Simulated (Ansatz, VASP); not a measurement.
# BPH (armchair BP ribbon N=4 H edges): VASP beside Ansatz

Wanted: the spread between two codes on one cell, functional and k mesh. The structure shown is the start of the Ansatz relaxation below; VASP solves that cell, so the two are compared at the walk's first step.

Calculated with Ansatz 0.2.0; plane waves, with VASP 6.6.1 beside it; single point at PBE.

## 1. Set-up

The cell holds 12 atoms: 4 B, 4 P and 4 H. Its edges and angles: a = 14.223 Å, b = 7.000 Å, c = 5.580 Å, α = 90.0°, β = 90.0°, γ = 90.0°. Vacuum lies along a and b. The structure's axis is c.

## 2. Ansatz: relaxation, PBE

Ansatz runs on its default PAW (the set named soft_2) files.

The two programs are compared at the cell with which this relaxation starts, whose forces are those of its first step.

input.yaml reads:

```yaml
crystal:
  lattice:
    - [14.223, 0.0, 0.0]
    - [0.0, 7.0, 0.0]
    - [0.0, 0.0, 5.58]
  atoms:
    - { symbol: B, position: [0.330107225, 0.5, 0.0] }
    - { symbol: B, position: [0.556614607, 0.5, 0.0] }
    - { symbol: P, position: [0.330107225, 0.5, 0.333333333] }
    - { symbol: P, position: [0.556614607, 0.5, 0.333333333] }
    - { symbol: H, position: [0.739890742, 0.5, 0.396953405] }
    - { symbol: H, position: [0.246080292, 0.5, 0.456989247] }
    - { symbol: B, position: [0.443360916, 0.5, 0.5] }
    - { symbol: B, position: [0.669868299, 0.5, 0.5] }
    - { symbol: P, position: [0.443360916, 0.5, 0.833333333] }
    - { symbol: P, position: [0.669868299, 0.5, 0.833333333] }
    - { symbol: H, position: [0.260084781, 0.5, 0.896953405] }
    - { symbol: H, position: [0.753895231, 0.5, 0.956989247] }
kpoints:
  mp_grid: { grid: [1, 1, 15] }
scf:
  occupations: { method: fermi_dirac, width: 0.05 }
hamiltonian:
  xc: pbe
relax:
  cell: { fix: [a, b, alpha, beta, gamma] }
  max_steps: 45
  f_tol: 0.03
```

On the command line:

```console
ansatz run input.yaml --threads 4 --pin off --max-ram 16384MiB --backend cpu --events-out ev --progress --plain --runs-dir out
```

Numbers of over 12 decimals in the logs are rounded to 6 here.

What it wrote:

```text
Engine: ansatz 0.2.0, aarch64-unknown-linux-gnu
Pseudopotentials: kind: paw
Pseudopotential: B, paw, valence charge 3, recommended cutoff 420 eV (normal), B.paw.azcp
Pseudopotential: P, paw, valence charge 5, recommended cutoff 420 eV (normal), P.paw.azcp
Pseudopotential: H, paw, valence charge 1, recommended cutoff 420 eV (normal), H.paw.azcp
Functional definition: PBE
  parameter kappa = 0.804
  parameter beta = 0.066725
  exchange = pbe_x(kappa = kappa, mu = beta*pi^2/3)
  correlation = pbe_c(beta = beta)
Crystal: 12 atoms, lattice volume = 555.550 Å³
Basis set: ecut = 420 eV, 10871 PW (Γ), exchange–correlation on 192×96×80 points (8 copies of the dense FFT grid, shifted against one another)
Bands: 30, of which v1, the nominal top of the filled ones, is band 18 counted from 1 (17 counted from 0)
Symmetry: 4 space group operations
Space group: Pmc21 (ITA 26), of the structure as read, at distance tolerance 8.2e-5 Å
k-points: 8 of 15 (time reversal used)
Non-local potential: B, projectors of the file, l = 0: 2, l = 1: 2, l = 2: 1
Non-local potential: P, projectors of the file, l = 0: 2, l = 1: 2, l = 2: 2
Non-local potential: H, projectors of the file, l = 0: 2, l = 1: 1
PAW form: soft (Blöchl's): semilocal exchange-correlation on the pseudo side does not see the compensation charge
PAW one-centre angular grid: B, 110 points (default); XC on 64 Gauss nodes
PAW one-centre angular grid: P, 110 points (default); XC on 64 Gauss nodes
PAW one-centre angular grid: H, 110 points (default); XC on 64 Gauss nodes
Initial density: superposition of atomic densities (neutral atoms: chi_scale 0, normalization atom), corrected by the library's trained network
Initial wavefunctions: pseudopotential atomic-orbital guess
Functional: x = pbe(κ = 0.804, μ = 0.219515), c = pbe(β = 0.066725)
SCF iter   1: F=—  HF=-3709.204382 eV  |F-HF|=—  |Δ(HF+E_count)|=         —  Δρ=1.54e-3  dr2=2.83e-2  ethr=1.77e-3  ⟨swp⟩=8.9  Hψ=1591  notcnv=0  defer=13
preconditioner: auto → Resta (q_TF=auto, 1.729 Å⁻¹)  ε∞=1.9  [insulator: Δε(μ)=1.730 eV  Ē_g=9.883 eV  σ=0.050 eV  W_gap=1.00  n_scr=50 (ndim 8)  ℏωp=9.5 eV  f_vac=0.605  D(μ)=0.00/eV (n_scr^D=0)  ε∞_Penn≈1.9  vacuum switching on, ρ_ref=7.1e-3 e/Å³]
SCF iter   2: F=—  HF=-3709.213096 eV  |F-HF|=—  |Δ(HF+E_count)|=   8.71e-3  Δρ=7.51e-4  dr2=5.14e-3  ethr=7.85e-5  ⟨swp⟩=3.5  Hψ=480  notcnv=0  defer=34
SCF iter   3: F=—  HF=-3709.216334 eV  |F-HF|=—  |Δ(HF+E_count)|=   3.24e-3  Δρ=3.35e-4  dr2=1.37e-3  ethr=1.43e-5  ⟨swp⟩=2.6  Hψ=390  notcnv=0  defer=34
SCF iter   4: F=—  HF=-3709.217573 eV  |F-HF|=—  |Δ(HF+E_count)|=   1.24e-3  Δρ=9.99e-5  dr2=1.29e-4  ethr=3.82e-6  ⟨swp⟩=3.4  Hψ=417  notcnv=0  defer=34
SCF iter   5: F=—  HF=-3709.217565 eV  |F-HF|=—  |Δ(HF+E_count)|=   8.54e-6  Δρ=3.55e-5  dr2=1.09e-5  ethr=3.58e-7  ⟨swp⟩=2.2  Hψ=335  notcnv=0  defer=34
SCF iter   6: F=—  HF=-3709.217560 eV  |F-HF|=—  |Δ(HF+E_count)|=   4.75e-6  Δρ=1.03e-5  dr2=6.62e-7  ethr=3.04e-8  ⟨swp⟩=2.1  Hψ=360  notcnv=0  defer=34
SCF iter   7: F=-3709.217562 eV  HF=-3709.217561 eV  |F-HF|=2.67e-7  |Δ(HF+E_count)|=   1.63e-6  Δρ=3.27e-6  dr2=5.37e-8  ethr=2.78e-10  ⟨swp⟩=6.0  Hψ=889  notcnv=0
SCF 1 converged in 7 iterations: F = -3709.217562 eV  dr2 = 5.37e-8
  greatest PAW one-centre occupation: 0.775 electrons in one spin orbital (limit 2), on the P atom at site 8 (counted from 0), in its partial waves of l = 0
relax step   1: F+E_penalty+E_count = -3709.21756168 eV  Δ(F+E_penalty+E_count) = +0.000e0 eV  max|allowed force component| = 1.378e0 eV/Å  Δτ_max = 0.0000 Å  P = +0.067 GPa  Ω = 555.550 Å³  fix = [a, b, alpha, beta, gamma]  reactions: a +0.278, b +0.259 GPa  (7 SCF iters, dr2 threshold 1.00e-7 eV, accepted)
[...]
relax step   2: F+E_penalty+E_count = -3709.37054104 eV  Δ(F+E_penalty+E_count) = -1.530e-1 eV  max|allowed force component| = 5.713e-1 eV/Å  Δτ_max = 0.0633 Å  P = +0.015 GPa  Ω = 558.580 Å³  energy of the carried Pulay correction = -6.669e-4 eV  fix = [a, b, alpha, beta, gamma]  reactions: a +0.181, b +0.252 GPa  (6 SCF iters, dr2 threshold 1.20e-6 eV, accepted)
[...]
relax step   3: F+E_penalty+E_count = -3709.39299986 eV  Δ(F+E_penalty+E_count) = -2.246e-2 eV  max|allowed force component| = 2.721e-2 eV/Å  Δτ_max = 0.0281 Å  P = +0.077 GPa  Ω = 557.851 Å³  energy of the carried Pulay correction = -5.068e-4 eV  fix = [a, b, alpha, beta, gamma]  reactions: a -0.011, b +0.250 GPa  (6 SCF iters, dr2 threshold 1.20e-6 eV, accepted)
[...]
relax step   4: F+E_penalty+E_count = -3709.39348916 eV  Δ(F+E_penalty+E_count) = -4.893e-4 eV  max|allowed force component| = 2.710e-2 eV/Å  Δτ_max = 0.0000 Å  P = +0.077 GPa  Ω = 557.851 Å³  fix = [a, b, alpha, beta, gamma]  reactions: a -0.011, b +0.248 GPa  stress off target by 6.39e-3 GPa on what of the cell is left free  SCF on the basis re-selected at this cell (its energy is not comparable with the rows above)  (6 SCF iters)
basis re-selected at this cell: Δ(F+E_penalty+E_count) = -4.893e-4 eV, ΔP = +0.000 GPa vs the last step (what re-selecting the basis moved, of the pressure what is left beyond the Pulay correction that the steps carried, after the strain that the cell walked since its last selection, with what the two solves' SCF thresholds leave and, on support functions, any second-order correction that the steps lacked; it is no m [...]
SCF converged after 6 iterations
Free energy (F): -3709.393489 eV
Harris-Foulkes:  -3709.393489 eV  (|F-HF|=6.25e-8)
Internal energy: -3709.393489 eV  (E = F + TS)
E sigma→0 (E₀):  -3709.393489 eV
Entropy (-TS):   -0.000000 eV (-0.000 meV/atom)
Fermi energy:    -1.874627 eV
--- Per-component energies (eV) ---
  E_band       = -296.498546
  E_kinetic    = 526.097391
  E_local      = -3633.396734  (includes V_loc(G=0)·N_el)
  E_nonlocal   = 190.814966
  E_hartree    = 1549.857626
  E_xc         = -406.367227
  E_vxc        = -435.664124  (∫ρ·V_xc dr)
  E_paw        = -2594.616730  (= ΣΔE_a)
  E_vpaw       = -44.060237  (= ΣTr[D̂ρ^β])
  E_aug_tail   = -0.005033  (compensation charges beyond the density's cutoff)
  E_ewald      = 658.222251
  E_smearing   = -0.000000  (= −TS)
  E_closure    = -0.000000  (closes the sum)
  Σ components = -3709.393489   (vs F -3709.393489, Δ=0.00e0)
--- Forces (eV/Å), atoms counted from 1 ---
  atom   1  B      0.02709978     0.00000000     0.00957458
  atom   2  B     -0.01531116     0.00000000    -0.01401799
  atom   3  P      0.01073587     0.00000000    -0.00270161
  atom   4  P      0.00380825     0.00000000     0.00067687
  atom   5  H      0.01928325     0.00000000    -0.00605171
  atom   6  H     -0.00384836     0.00000000     0.01251734
  atom   7  B      0.01531116     0.00000000    -0.01401799
  atom   8  B     -0.02709978     0.00000000     0.00957458
  atom   9  P     -0.00380825     0.00000000     0.00067687
  atom  10  P     -0.01073587     0.00000000    -0.00270161
  atom  11  H     -0.01928325     0.00000000    -0.00605171
  atom  12  H      0.00384836     0.00000000     0.01251734
  max |Σ_I F_I| component: 5.05e-6 eV/Å
--- Stress (GPa, compression-positive) ---
       -0.011221       0.000000       0.000000
        0.000000       0.248198       0.000000
        0.000000       0.000000      -0.006390
  P = ⅓ Tr σ = 0.0769 GPa (0.769 kbar)
--- Relaxed structure (3 steps of the walk, 3 accepted, 1 SCFs on fresh bases) ---
  F+E_penalty+E_count = -3709.39348916 eV   max|allowed force component| = 2.710e-2 eV/Å   (the final SCF, on the basis selected at the relaxed cell)
  cell:  # Å, volume = 557.8513 Å³
    - [14.223, 0.0, 0.0]
    - [0.0, 7.0, 0.0]
    - [0.0, 0.0, 5.603110]
  atoms:
    - { symbol: B, position: [0.330137, 0.5, 0.0021667] }
    - { symbol: B, position: [0.555865, 0.5, 0.00429195] }
    - { symbol: P, position: [0.335077, 0.5, 0.325443] }
    - { symbol: P, position: [0.556849, 0.5, 0.337344] }
    - { symbol: H, position: [0.743589, 0.5, 0.400181] }
    - { symbol: H, position: [0.249259, 0.5, 0.451182] }
    - { symbol: B, position: [0.444110, 0.5, 0.504292] }
    - { symbol: B, position: [0.669838, 0.5, 0.502167] }
    - { symbol: P, position: [0.443126, 0.5, 0.837344] }
    - { symbol: P, position: [0.664899, 0.5, 0.825443] }
    - { symbol: H, position: [0.256386, 0.5, 0.900181] }
    - { symbol: H, position: [0.750716, 0.5, 0.951182] }
```

## 3. VASP: single point, PBE, start cell

The same cell, functional, mesh and smearing now go to VASP, with its own data sets.

Lines of VASP's logs that name or quote its potential files are left out, and so is its time.

INCAR reads:

```
SYSTEM = BPH
PREC = Accurate
ENCUT = 420
EDIFF = 1E-06
NELM = 120
ISMEAR = -1
SIGMA = 0.05
LREAL = .FALSE.
ALGO = Normal
GGA = PE
NBANDS = 30
LORBIT = 11
LWAVE = .FALSE.
LCHARG = .FALSE.
ISIF = 2
LASPH = .TRUE.
GGA_COMPAT = .FALSE.
EFERMI = MIDGAP
KPAR = 2
```

POSCAR reads:

```
BPH
1.0
   14.2230000000      0.0000000000      0.0000000000
    0.0000000000      7.0000000000      0.0000000000
    0.0000000000      0.0000000000      5.5800000000
B P H
4 4 4
Direct
    0.3301072207      0.5000000000      0.0000000000
    0.5566146383      0.5000000000      0.0000000000
    0.4433608943      0.5000000000      0.5000000000
    0.6698683119      0.5000000000      0.5000000000
    0.3301072207      0.5000000000      0.3333333333
    0.5566146383      0.5000000000      0.3333333333
    0.4433608943      0.5000000000      0.8333333333
    0.6698683119      0.5000000000      0.8333333333
    0.7398907404      0.5000000000      0.3969534050
    0.2460802925      0.5000000000      0.4569892473
    0.2600847922      0.5000000000      0.8969534050
    0.7538952401      0.5000000000      0.9569892473
```

KPOINTS reads:

```
Automatic mesh
0
Gamma
1 1 15
0 0 0
```

Potentials, in the order of the species: B, P and H (PBE family, release 64).

On the command line:

```console
mpirun -np 2 vasp_std
```

What it wrote:

```text
[banner, memory and clock lines left out]
running    2 mpi-ranks, on    1 nodes
 distrk:  each k-point on    1 cores,    2 groups
 distr:  one band on    1 cores,    1 groups

 POSCAR found type information on POSCAR B P H
 POSCAR found :  3 types and      12 ions
 LDA part: xc-table for (Slater+PW92), standard interpolation
 POSCAR, INCAR and KPOINTS ok, starting setup
 FFT: planning ... GRIDC
 FFT: planning ... GRID_SOFT
 FFT: planning ... GRID
 WAVECAR not read
 entering main loop
       N       E                     dE             d eps       ncg     rms          rms(c)
DAV:   1     0.186426648041E+03    0.18643E+03   -0.10420E+04   480   0.724E+02
DAV:   2    -0.380669829889E+02   -0.22449E+03   -0.21690E+03   746   0.159E+02
DAV:   3    -0.656398133062E+02   -0.27573E+02   -0.27435E+02   594   0.615E+01
DAV:   4    -0.663091005608E+02   -0.66929E+00   -0.66747E+00   696   0.112E+01
DAV:   5    -0.663222912794E+02   -0.13191E-01   -0.13180E-01   700   0.147E+00    0.155E+01
DAV:   6    -0.623372605510E+02    0.39850E+01   -0.94923E+00   570   0.105E+01    0.891E+00
DAV:   7    -0.613664042288E+02    0.97086E+00   -0.20816E+00   648   0.569E+00    0.289E+00
DAV:   8    -0.612253892054E+02    0.14102E+00   -0.30117E-01   716   0.194E+00    0.728E-01
DAV:   9    -0.612117724710E+02    0.13617E-01   -0.16113E-02   720   0.492E-01    0.304E-01
DAV:  10    -0.612078674465E+02    0.39050E-02   -0.35956E-03   618   0.280E-01    0.132E-01
DAV:  11    -0.612076800820E+02    0.18736E-03   -0.15911E-03   620   0.174E-01    0.946E-02
DAV:  12    -0.612092544760E+02   -0.15744E-02   -0.41949E-03   508   0.225E-01    0.578E-02
DAV:  13    -0.612100953191E+02   -0.84084E-03   -0.14603E-04   624   0.586E-02    0.309E-02
DAV:  14    -0.612124686516E+02   -0.23733E-02   -0.16811E-04   570   0.576E-02    0.292E-02
DAV:  15    -0.612131006795E+02   -0.63203E-03   -0.35307E-05   610   0.254E-02    0.164E-02
DAV:  16    -0.612135515123E+02   -0.45083E-03   -0.27671E-05   596   0.209E-02    0.832E-03
DAV:  17    -0.612137781545E+02   -0.22664E-03   -0.20649E-05   564   0.166E-02    0.444E-03
DAV:  18    -0.612138556361E+02   -0.77482E-04   -0.10060E-05   598   0.121E-02    0.217E-03
DAV:  19    -0.612138648894E+02   -0.92533E-05   -0.66679E-07   488   0.310E-03    0.614E-04
DAV:  20    -0.612138712591E+02   -0.63698E-05   -0.72702E-07   462   0.258E-03    0.705E-04
DAV:  21    -0.612138728286E+02   -0.15695E-05   -0.19036E-07   450   0.123E-03    0.171E-04
DAV:  22    -0.612138732930E+02   -0.46441E-06   -0.39482E-08   462   0.600E-04
   1 F= -.61213873E+02 E0= -.61213873E+02  d E =-.107550E-07
```

[end of part 1 of 2]

[Lines on the potential files, build, host, timing and source positions are cut from VASP's logs without a mark.]

[Logs are printed without paths, hosts, clocks, repeated set-up lines and the standing remarks that a program may print on its own settings, such as how far it seeks lower states.]

[Hosts, paths, dates, database ids (printed as entryN), source tags and the programs' standing remarks are cut or masked in the printed files.]
